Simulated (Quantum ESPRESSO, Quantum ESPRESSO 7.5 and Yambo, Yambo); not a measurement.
**Quasiparticle gap of RbBr (Fm-3m) in Yambo**

Wanted: ground state, empty states, screening and self-energy for RbBr (Fm-3m).

Program: Quantum ESPRESSO 7.5 and Yambo 5.3.0. Level of theory: PBE and many-body steps on it, plane waves. Results are calculated unless marked as measured.

Report form: the programs' logs are mostly left out.

The database entry behind the starting cell differs from later determinations by our own check (about 0.5 % short), so it need not match the best structure at ambient conditions.

## 1. Set-up

The structure is cubic, space group Fm-3m (No. 225). Conventional cell: a = 6.854 Å, b = 6.854 Å, c = 6.854 Å, α = 90.00°, β = 90.00°, γ = 90.00°. Nearest to Rb lie 6 Br at 3.43 Å. Nearest to Br lie 6 Rb at 3.43 Å. Farther neighbours and most contacts between anions are not listed.

The cell and positions come from the Crystallography Open Database and are kept as given unless a step says otherwise.

## 2. Ground state

This step: Quantum ESPRESSO 7.5; DFT, PBE, plane waves, norm-conserving pseudopotentials.

The ground-state density comes first.

pw.in

```
&control
  calculation = 'scf'
  prefix = 'x'
  outdir = 'o'
  pseudo_dir = 'pseudo'
/
&system
  ibrav = 0
  nat = 2
  ntyp = 2
  ecutwfc = 76.0
  nbnd = 18
  force_symmorphic = .true.
/
&electrons
  conv_thr = 1e-10
  electron_maxstep = 80
  mixing_beta = 0.5
/
ATOMIC_SPECIES
  Rb 85.468 Rb.upf
  Br 79.904 Br.upf
CELL_PARAMETERS angstrom
  0.0000000000 3.4270000000 3.4270000000
  3.4270000000 0.0000000000 3.4270000000
  3.4270000000 3.4270000000 -0.0000000000
ATOMIC_POSITIONS crystal
  Rb 0.0000000000 0.0000000000 0.0000000000
  Br 0.5000000000 0.5000000000 0.5000000000
K_POINTS automatic
  6 6 6 0 0 0
```

Run with:

```console
$ OMP_NUM_THREADS=1 mpirun -n 4 pw.x -nk 4 -in pw.in > pw.out
```

Run time: 13 s. Hardware: 4 MPI ranks of Arm Neoverse V1, shared host; peak memory 0.33 GiB; 51 s of CPU time.

Numbers from this step:

```yaml
total_energy: -4424.0687 eV
gap: 4.364 eV
k_of_the_valence_top: 0, 0, 0
k_of_the_conduction_bottom: 0, 0, 0
least_direct_gap: 4.364 eV
```

The gap is direct, at Γ.

## 3. Bands along the symmetry lines

The cheap functional maps the bands first; the places of the edges decide which points the dearer methods must see.

pw.in

```
&control
  calculation = 'bands'
  prefix = 'x'
  outdir = 'o'
  pseudo_dir = 'pseudo'
/
&system
  ibrav = 0
  nat = 2
  ntyp = 2
  ecutwfc = 76.0
  nbnd = 19
  force_symmorphic = .true.
/
&electrons
  conv_thr = 1e-9
  electron_maxstep = 80
  diago_full_acc = .true.
  diago_thr_init = 5e-6
/
ATOMIC_SPECIES
  Rb 85.468 Rb.upf
  Br 79.904 Br.upf
CELL_PARAMETERS angstrom
  0.0000000000 3.4270000000 3.4270000000
  3.4270000000 0.0000000000 3.4270000000
  3.4270000000 3.4270000000 -0.0000000000
ATOMIC_POSITIONS crystal
  Rb 0.0000000000 0.0000000000 0.0000000000
  Br 0.5000000000 0.5000000000 0.5000000000
K_POINTS crystal
  50
  0.00000000 0.00000000 0.00000000 1
  0.06250000 0.00000000 0.06250000 1
  0.12500000 0.00000000 0.12500000 1
  0.18750000 0.00000000 0.18750000 1
  0.25000000 0.00000000 0.25000000 1
  0.31250000 0.00000000 0.31250000 1
  0.37500000 0.00000000 0.37500000 1
  0.43750000 0.00000000 0.43750000 1
  0.50000000 0.00000000 0.50000000 1
  0.51562500 0.03125000 0.51562500 1
  0.53125000 0.06250000 0.53125000 1
  0.54687500 0.09375000 0.54687500 1
  0.56250000 0.12500000 0.56250000 1
  0.57812500 0.15625000 0.57812500 1
  0.59375000 0.18750000 0.59375000 1
  0.60937500 0.21875000 0.60937500 1
  0.62500000 0.25000000 0.62500000 1
  0.37500000 0.37500000 0.75000000 1
  0.32812500 0.32812500 0.65625000 1
  0.28125000 0.28125000 0.56250000 1
  0.23437500 0.23437500 0.46875000 1
  0.18750000 0.18750000 0.37500000 1
  0.14062500 0.14062500 0.28125000 1
  0.09375000 0.09375000 0.18750000 1
  0.04687500 0.04687500 0.09375000 1
  0.00000000 0.00000000 0.00000000 1
  0.06250000 0.06250000 0.06250000 1
  0.12500000 0.12500000 0.12500000 1
  0.18750000 0.18750000 0.18750000 1
  0.25000000 0.25000000 0.25000000 1
  0.31250000 0.31250000 0.31250000 1
  0.37500000 0.37500000 0.37500000 1
  0.43750000 0.43750000 0.43750000 1
  0.50000000 0.50000000 0.50000000 1
  0.50000000 0.46875000 0.53125000 1
  0.50000000 0.43750000 0.56250000 1
  0.50000000 0.40625000 0.59375000 1
  0.50000000 0.37500000 0.62500000 1
  0.50000000 0.34375000 0.65625000 1
  0.50000000 0.31250000 0.68750000 1
  0.50000000 0.28125000 0.71875000 1
  0.50000000 0.25000000 0.75000000 1
  0.50000000 0.21875000 0.71875000 1
  0.50000000 0.18750000 0.68750000 1
  0.50000000 0.15625000 0.65625000 1
  0.50000000 0.12500000 0.62500000 1
  0.50000000 0.09375000 0.59375000 1
  0.50000000 0.06250000 0.56250000 1
  0.50000000 0.03125000 0.53125000 1
  0.50000000 0.00000000 0.50000000 1
```

The job ended after 13 s (4 MPI ranks; peak memory 0.27 GiB).

This step gave:

```yaml
gap: 4.364 eV
k_of_the_valence_top: 0, 0, 0
k_of_the_conduction_bottom: 0, 0, 0
least_direct_gap: 4.364 eV
```

The gap is 4.364 eV, as in the run before at this level.

Electronic bands along the path, in eV, zero at the top of the highest filled band:

```csv
point,band 10,band 11,band 12,band 13,band 14,band 15,band 16,band 17
Γ,-8.49,0.00,0.00,0.00,4.36,7.29,7.29,7.29
halfway,-8.49,-0.60,-0.10,-0.10,5.72,6.25,8.62,8.76
X,-8.57,-0.47,-0.16,-0.16,5.62,7.13,9.20,9.21
halfway,-8.55,-0.46,-0.26,-0.19,5.82,7.40,8.82,9.28
U,-8.52,-0.49,-0.41,-0.26,6.35,8.13,8.16,8.87
jump to K,-8.52,-0.49,-0.41,-0.26,6.35,8.13,8.16,8.87
halfway,-8.46,-0.67,-0.28,-0.15,6.03,6.99,8.06,8.81
Γ,-8.49,0.00,0.00,0.00,4.36,7.29,7.29,7.29
halfway,-8.47,-0.56,-0.18,-0.18,5.63,7.15,8.01,8.01
L,-8.45,-0.99,-0.35,-0.35,6.82,7.72,9.49,9.49
halfway,-8.47,-0.76,-0.35,-0.33,6.98,7.42,8.88,9.00
W,-8.48,-0.49,-0.35,-0.35,7.09,7.09,8.27,8.62
halfway,-8.52,-0.44,-0.33,-0.22,6.02,7.60,8.43,9.14
X,-8.57,-0.47,-0.16,-0.16,5.62,7.13,9.20,9.21
```

## 4. Empty states on the mesh, 4×4×4 mesh, 131 bands

The sums over transitions need many empty states on a uniform mesh; this step solves for them.

pw.in

```
&control
  calculation = 'nscf'
  prefix = 'x'
  outdir = 'o'
  pseudo_dir = 'pseudo'
/
&system
  ibrav = 0
  nat = 2
  ntyp = 2
  ecutwfc = 76.0
  nbnd = 131
  force_symmorphic = .true.
/
&electrons
  conv_thr = 1e-9
  electron_maxstep = 80
  diago_full_acc = .true.
  diago_thr_init = 5e-6
/
ATOMIC_SPECIES
  Rb 85.468 Rb.upf
  Br 79.904 Br.upf
CELL_PARAMETERS angstrom
  0.0000000000 3.4270000000 3.4270000000
  3.4270000000 0.0000000000 3.4270000000
  3.4270000000 3.4270000000 -0.0000000000
ATOMIC_POSITIONS crystal
  Rb 0.0000000000 0.0000000000 0.0000000000
  Br 0.5000000000 0.5000000000 0.5000000000
K_POINTS automatic
  4 4 4 0 0 0
```

The job ended after 18 s (4 MPI ranks; peak memory 0.49 GiB).

Numbers from this step:

* gap: 4.364 eV
* k of the valence top: 0, 0, 0
* k of the conduction bottom: 0, 0, 0
* least direct gap: 4.364 eV
* k points computed: 8
* lowest point of the top converged band, above the valence top: 70.4349 eV

On this mesh the gap is 4.364 eV.

## 5. Conversion and set-up

This step: Yambo 5.3.0; conversion and set-up on PBE, plane waves, norm-conserving pseudopotentials.

The states are converted to the many-body program's format and the q mesh is built.

Run with:

```console
$ (cd o/x.save; p2y > p2y.log; mv SAVE ../..); yambo > setup.log
```

Run time: 3.4 s. Hardware: 1 MPI rank; peak memory 0.26 GiB.

## 6. Screening and self-energy, 4×4×4 mesh, 131 bands, screening to 149.7 eV

G0W0 replaces the xc potential by the self-energy, built once from these orbitals. Only a window of levels is corrected, while the sums run over the empty bands that the input names.

This step: G0W0 on PBE, plane waves, norm-conserving pseudopotentials.

gw1.in

```
HF_and_locXC
gw0
dyson
ppa
em1d
rim_cut
RandQpts= 1000000
RandGvec= 1 RL
EXXRLvcs= 76 Ry
VXCRLvcs= 304 Ry
Chimod= "HARTREE"
% BndsRnXp
 1 | 131 |
%
NGsBlkXp= 11 Ry
% LongDrXp
 1 | 1 | 1 |
%
% GbndRnge
 1 | 131 |
%
DysSolver= "n"
ExtendOut
PPAPntXp= 27.21138 eV
% QPkrange
 1 | 1 | 12 | 15 |
%
```

Run with:

```console
$ OMP_NUM_THREADS=1 mpirun -n 4 yambo -F gw1.in -J gw1 -C gw1 > gw1.log
```

The job ended after 2.4 min (4 MPI ranks; peak memory 1.8 GiB; 9.7 min of CPU time).

This step gave:

| Item | Value |
| --- | --- |
| G0W0 gap on the points computed | 7.505 eV |
| starting gap on the mesh | 4.364 eV |
| k of the valence top | 0, 0, 0 |
| k of the conduction bottom | 0, 0, 0 |
| least direct G0W0 gap on the computed points | 7.505 eV |
| Z at the valence top | 0.8262 |
| Z at the conduction bottom | 0.8768 |

The gap on the mesh goes from 4.36 eV to 7.50 eV, a correction of +3.14 eV.

Limits: finite bands, cutoff and mesh; no spin-orbit coupling. v1 is the top filled band, c1 the lowest empty one. The levels before and after the correction (eV, zero at the valence-band top of each column):

```csv
,conduction bottom,valence top
Kohn-Sham,4.36,0.00
G0W0,7.50,0.00
```

```csv
,level,energy (eV)
Kohn-Sham,Γ v2-v1,0.000
Kohn-Sham,Γ c1,4.364
Kohn-Sham,Γ c2,7.287
G0W0,Γ v2-v1,0.000
G0W0,Γ c1,7.505
G0W0,Γ c2,11.072
```

## 7. Where the time went

Times are wall times on the hardware named with each run, good to a factor of about two.

```csv
step,time,share,memory (GiB)
ground state,13 s,7 %,0.33
bands along the symmetry lines,13 s,6 %,0.27
empty states on the mesh,18 s,9 %,0.49
conversion and set-up,3.4 s,2 %,0.26
screening and self-energy,2.4 min,76 %,1.8
```

## 8. Summary of results

* PBE gap: 4.36 eV, direct
* G0W0 gap on the mesh: 7.50 eV
* GW settings: 4×4×4 mesh, 131 bands, screening to 149.7 eV, Godby-Needs plasmon pole
* known limits: not at the basis limit; no spin-orbit coupling

In words: G0W0 moves the gap on the mesh from 4.36 eV to 7.50 eV (+3.14 eV), with Z of 0.83 and 0.88 at the edges. Only 1 of the mesh's irreducible points was corrected, so a valley elsewhere could overtake. The dearest step here is «screening and self-energy». Bands and cutoff are finite, so the gap is not at the basis limit. The miss can reach some tenths of an eV and take either sign; the mesh is an error of its own. In the G0W0 run levels were corrected at 1 k point alone, so a gap called «on the mesh» is the least over those, and an edge elsewhere would be missed. The many-body steps are scalar-relativistic: spin-orbit coupling is not in them.

[Paths, hosts, dates, memory and timing lines, banners, echoed tables and standing remarks are left out of the program output.]

[Logs are printed without paths, hosts, clocks, repeated set-up lines and the standing remarks that a program may print on its own settings, such as how far it seeks lower states.]

[Runs of the session that timed out or met a known fault of the program may be left out.]

[Hosts, paths, dates, database ids (printed as entryN), source tags and the programs' standing remarks are cut or masked in the printed files.]
